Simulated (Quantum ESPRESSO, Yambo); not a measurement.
Planning a run of Yambo 5.3.0 on NaCl (Fm-3m). The input:

```
optics
bss
bse
em1s
dipoles
rim_cut
RandQpts= 1000000
RandGvec= 1 RL
Chimod= "HARTREE"
BSKmod= "SEX"
BSEmod= "resonant"
BSSmod= "d"
BSENGexx= 1 RL
BSENGBlk= 4 Ry
% BSEQptR
 1 | 1 |
%
% BSEBands
 6 | 9 |
%
% BEnRange
 0 | 10 | eV
%
% BDmRange
 0.1 | 0.1 | eV
%
BEnSteps= 101
% BLongDir
 1 | 0 | 0 |
%
% BndsRnXs
 2 | 18 |
%
NGsBlkXs= 4 Ry
% LongDrXs
 1 | 1 | 1 |
%
% KfnQP_E
 2.897 | 1.0 | 1.0 |
%
WRbsWF
FFTGvecs= 34 Ry
```

The database entry behind the starting cell differs from later determinations by our own check (an axis about 0.4 % short against later determinations), so it need not match the best structure at ambient conditions.

```sh
OMP_NUM_THREADS=1 mpirun -n 8 yambo -F bse13.in -J bse13,bse12_W -C bse13 > bse13.log
```

The stored states that it reads are on a 10×10×10 mesh. The structure is cubic, space group Fm-3m (No. 225). The conventional cell has a = 5.620 Å, b = 5.620 Å, c = 5.620 Å, α = 90.00°, β = 90.00°, γ = 90.00°. Na has 6 Cl at 2.81 Å nearest. Cl has 6 Na at 2.81 Å nearest. Farther neighbours and most contacts between anions are not listed.

**Question.** Estimate wall time and host memory on 8 MPI ranks of Arm Neoverse V1, shared host.

It took 71 s; on shared hardware allow 35 s to 2.4 min. Peak host memory was 4.9 GiB.

The kernel grows as the square of the matrix size, and full diagonalisation as its cube.

[Paths, hosts, dates, memory and timing lines, banners, echoed tables and standing remarks are left out of the program output.]

[Logs are printed without paths, hosts, clocks, repeated set-up lines and the standing remarks that a program may print on its own settings, such as how far it seeks lower states.]

[Runs of the session that timed out or met a known fault of the program may be left out.]

[Hosts, paths, dates, database ids (printed as entryN), source tags and the programs' standing remarks are cut or masked in the printed files.]
